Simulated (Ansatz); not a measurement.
# GaN (F-43m) in Ansatz: reference runs

Reference runs on GaN: the cell as given.

Program: Ansatz 0.2.0. These are calculated values, not measurements. Logs are shortened: lines on timing, memory, paths and dates and some standing lists are left out, and cuts for length are marked.

**What was measured.**

From a printed reference work, textbook, for a bulk crystal of GaN at 0 K: band gap 3.299 eV (direct).

The results are compared with them further down.

## Step 1: The structure

The structure is cubic, space group F-43m (No. 216). The conventional cell has a = 4.507 Å, b = 4.507 Å, c = 4.507 Å, α = 90.00°, β = 90.00°, γ = 90.00°. Ga (site symmetry -43m) has 4 N at 1.95 Å as nearest neighbours. N (site symmetry -43m) has 4 Ga at 1.95 Å as nearest neighbours.

The cell is a database's computed one.

## Step 2: Single point, PBEsol

input.yaml reads:

```yaml
crystal:
  lattice:
    - [0.0, 2.2535006075, 2.2535006075]
    - [2.2535006075, 0.0, 2.2535006075]
    - [2.2535006075, 2.2535006075, 0.0]
  atoms:
    - { symbol: Ga, position: [0.0, 0.0, 0.0] }
    - { symbol: "N", position: [0.25, 0.25, 0.25] }
kpoints:
  mp_grid: { grid: [10, 10, 10] }
scf:
  occupations: { method: fermi_dirac, width: 0.05 }
hamiltonian:
  xc: pbesol
  pseudopotentials: { kind: all_electron, lapw: { basis_error: 0.001 } }
output:
  forces: true
  stress: true
  eigenvalues: true
  populations: true
```

Potentials or basis: all-electron LAPW, scalar-relativistic.

Started as:

```
$ ansatz run input.yaml --threads 1 --pin off --max-ram 3072MiB --backend cpu --events-out ev --progress --plain --runs-dir out
```

The program printed:

```text
Warning: RAYON_NUM_THREADS=1 ignored (pool sized by the plan → 1); use --threads N
Ga: projections on atomic orbitals take those of the free atom 1s2 2s2 2p6 3s2 3p6 3d10 4s2 4p1, of charge +0.00 (hamiltonian.pseudopotentials.projection_atoms)
N: projections on atomic orbitals take those of the free atom 1s2 2s2 2p3, of charge +0.00 (hamiltonian.pseudopotentials.projection_atoms)
LAPW: plane waves up to 10.517 Å⁻¹, error target 1.0e-3 eV per atom; small_component_spin mean_spin; N in spheres of 0.857 Å, 7 of its electrons in bands, Dirac shells []; Ga in spheres of 1.095 Å, 21 of its electrons in bands, Dirac shells [] (how accurate: hamiltonian.pseudopotentials.lapw.basis_error, Limitations)
Engine: ansatz 0.2.0, x86_64-unknown-linux-gnu
Pseudopotentials: kind: all_electron
Pseudopotential: Ga, LAPW, valence charge 21, lapw/all_electron/scalar/gaussian/Ga, Koelling and Harmon's equation, gaussian nucleus
Pseudopotential: N, LAPW, valence charge 7, lapw/all_electron/scalar/gaussian/N, Koelling and Harmon's equation, gaussian nucleus
Functional definition: PBEsol
  exchange = pbesol_x
  correlation = pbesol_c
Crystal: 2 atoms, lattice volume = 22.888 Å³
Basis set: ecut = 421.3844590106033 eV, 459 PW (Γ), exchange–correlation at level 2
Bands: 18, of which v1, the nominal top of the filled ones, is band 14 counted from 1 (13 counted from 0)
Symmetry: 24 space group operations
Space group: F-43m (ITA 216), of the structure as read, at distance tolerance 2.8e-5 Å
k-points: 47 of 1000 (time reversal used)
Non-local potential: Ga, projectors of the file, none
Non-local potential: N, projectors of the file, none
Initial density: superposition of atomic densities (chi_scale 0.1, normalization cell, long waves kept (reshape's long-wave potential 0.00 eV rms))
Initial wavefunctions: plane waves of lowest kinetic energy (no species holds an atomic orbital)
Functional: x = pbesol(κ = 0.804, μ = 0.12345679012345678), c = pbesol(β = 0.046)
iter 1 solved again at ethr=1.75e-2 eV; its pass at ethr=1.00e-1 eV (dr2=4.91e0 eV) is discarded
SCF iter   1: F=—  HF=-54347.699567 eV  |F-HF|=—  |Δ(HF+E_count)|=         —  Δρ=1.31e-1  dr2=4.91e0  ethr=1.75e-2  ⟨swp⟩=2.0  Hψ=5525  notcnv=0
preconditioner: auto → none  [insulator: Δε(μ)=3.106 eV  Ē_g=18.232 eV  σ=0.050 eV  W_gap=1.00  n_scr=14 (ndim 8)  ℏωp=32.9 eV  f_vac=0.000  D(μ)=0.00/eV (n_scr^D=0)  ε∞_Penn≈4.3]
SCF iter   2: F=—  HF=-54346.293788 eV  |F-HF|=—  |Δ(HF+E_count)|=    1.41e0  Δρ=5.70e-2  dr2=6.33e-1  ethr=1.75e-2  ⟨swp⟩=3.0  Hψ=2677  notcnv=0
iter 3 solved again at ethr=1.32e-4 eV; its pass at ethr=2.26e-3 eV (dr2=3.69e-2 eV) is discarded
SCF iter   3: F=—  HF=-54345.829707 eV  |F-HF|=—  |Δ(HF+E_count)|=   4.64e-1  Δρ=1.45e-2  dr2=3.69e-2  ethr=1.32e-4  ⟨swp⟩=2.0  Hψ=4430  notcnv=0
SCF iter   4: F=—  HF=-54345.823870 eV  |F-HF|=—  |Δ(HF+E_count)|=         —  Δρ=2.40e-3  dr2=1.37e-3  ethr=1.32e-4  ⟨swp⟩=2.0  Hψ=2511  notcnv=0
the basis was enlarged: its passes take 156.4 KiB over the memory plan, 1 of 1 planned eigensolver slots
SCF iter   5: F=—  HF=-54345.818861 eV  |F-HF|=—  |Δ(HF+E_count)|=   5.01e-3  Δρ=3.87e-4  dr2=3.35e-5  ethr=4.91e-6  ⟨swp⟩=3.0  Hψ=2439  notcnv=0
SCF iter   6: F=—  HF=-54345.818794 eV  |F-HF|=—  |Δ(HF+E_count)|=   6.66e-5  Δρ=1.90e-4  dr2=3.12e-6  ethr=1.19e-7  ⟨swp⟩=3.0  Hψ=2421  notcnv=0
SCF iter   7: F=—  HF=-54345.818795 eV  |F-HF|=—  |Δ(HF+E_count)|=   1.07e-6  Δρ=2.92e-5  dr2=8.32e-8  ethr=1.11e-8  ⟨swp⟩=2.3  Hψ=2366  notcnv=0
SCF iter   8: F=-54345.818795 eV  HF=-54345.818795 eV  |F-HF|=5.53e-10  |Δ(HF+E_count)|=   4.46e-8  Δρ=2.14e-6  dr2=5.78e-10  ethr=2.97e-10  ⟨swp⟩=2.9  Hψ=2424  notcnv=0
SCF 1 converged in 8 iterations: F = -54345.818795 eV  dr2 = 5.78e-10
SCF converged after 8 iterations
Free energy (F): -54345.818795 eV
Harris-Foulkes:  -54345.818795 eV  (|F-HF|=5.53e-10)
Internal energy: -54345.818795 eV  (E = F + TS)
E sigma→0 (E₀):  -54345.818795 eV
Fermi energy:    12.150260 eV
--- Per-component energies (eV) ---
  E_band       = -1449.985381
  E_kinetic    = 55374.366424
  E_xc         = -2202.283073
  E_electrostatic = -107517.902147  (all electrons and nuclei)
  E_smearing   = -0.000000  (= −TS)
  E_closure    = 0.000000  (closes the sum)
  E_atoms      = -54332.698276  (free atoms, spherical and without spin; not in F)
  Σ components = -54345.818795   (vs F -54345.818795, Δ=0.00e0)
  Basis errors (estimates in eV, not in F): energy 4.4e-4 per atom: plane waves 4.0e-4 (2.4e-4 summed), levels above the bands 5.0e-101, relativity 2.3e-8, radial functions 4.0e-5, core shells 2.8e-10; eigenvalues (radial functions only) 1.0e-5; not estimated: angular momenta, meshes, grids; target (lapw.basis_error) 1.0e-3; muffin-tin radii N 0.857 Å, Ga 1.095 Å
--- Forces (eV/Å), atoms counted from 1 ---
  atom   1  Ga    -0.00000000     0.00000000    -0.00000000
  atom   2  N      0.00000000    -0.00000000    -0.00000000
  max |Σ_I F_I| component: 4.63e-17 eV/Å
--- Stress (GPa, compression-positive) ---
       -1.118059      -0.000000      -0.000000
       -0.000000      -1.118059       0.000000
       -0.000000       0.000000      -1.118059
  P = ⅓ Tr σ = -1.1181 GPa (-11.181 kbar)
--- Band table (eV; the first three rows and the last of 47) ---
  k-point 0: bands = ["-362.3617", "-130.3975", "-81.3116", "-81.3116", "-81.3116", "-4.6579", "-2.2155", "-2.2155", "-2.2155", "-1.8957", "-1.8957", "11.2661", "11.2661", "11.2661", "12.9462", "21.4729", "21.4729", "21.4729"]
  k-point 1: bands = ["-362.3617", "-130.3975", "-81.3117", "-81.3116", "-81.3116", "-4.5466", "-2.2019", "-2.2019", "-2.1766", "-1.8970", "-1.8970", "10.1552", "11.1583", "11.1583", "13.8090", "20.9695", "21.6379", "21.6379"]
  k-point 2: bands = ["-362.3617", "-130.3975", "-81.3121", "-81.3117", "-81.3117", "-4.2671", "-2.1703", "-2.1703", "-2.0120", "-1.8958", "-1.8958", "8.3344", "10.8933", "10.8933", "14.8805", "20.1893", "21.9015", "21.9015"]
  k-point 46: bands = ["-362.3617", "-130.3974", "-81.3127", "-81.3125", "-81.3122", "-3.5820", "-2.0762", "-2.0304", "-1.8983", "-1.8686", "0.0909", "5.4685", "7.6287", "7.6535", "16.9864", "19.4212", "21.8986", "22.2871"]
--- Löwdin populations: 2 sites ---
  site symbol       q [e]
     0     Ga     30.2331
     1      N      7.7369
  spilling = 0.000789 (of n_electrons = 38.000000)
```

Run time: 37 s. Hardware: 1 thread of Intel Xeon at 2.50GHz (Skylake/Cascade Lake), shared host; peak memory 0.32 GiB.

Results:

* Free energy: -54345.8188 eV
* Pressure: -1.1 GPa
* Band gap on the k mesh: 1.68 eV, direct
* Loewdin charges: Ga +0.77; N -0.74 e

Levels at points of the mesh, in eV from the valence-band top:
```tsv
k point	band 11	band 12	band 13	band 14	band 15	band 16	band 17	band 18
(0.00, 0.00, 0.00)	-13.16	0.00	0.00	0.00	1.68	10.21	10.21	10.21
(0.00, 0.00, -0.50)	-11.88	-7.11	-0.98	-0.98	4.56	8.63	10.25	10.25
(0.00, -0.50, -0.50)	-11.44	-6.18	-2.73	-2.73	3.22	6.56	11.57	13.87
```

## Step 3: Comparison with measurements

Step 2. Measured gap of GaN: 3.299 eV (direct; 0 K; a printed reference work, textbook). This calculation gives 1.68 eV (-1.62 eV). Spin-orbit coupling on Ga is left out. The value is that of PBEsol, without temperature or zero-point motion. Semilocal functionals fall short of measured gaps as a rule. The cell is a database's relaxed one, not the measured one, which moves gaps too.
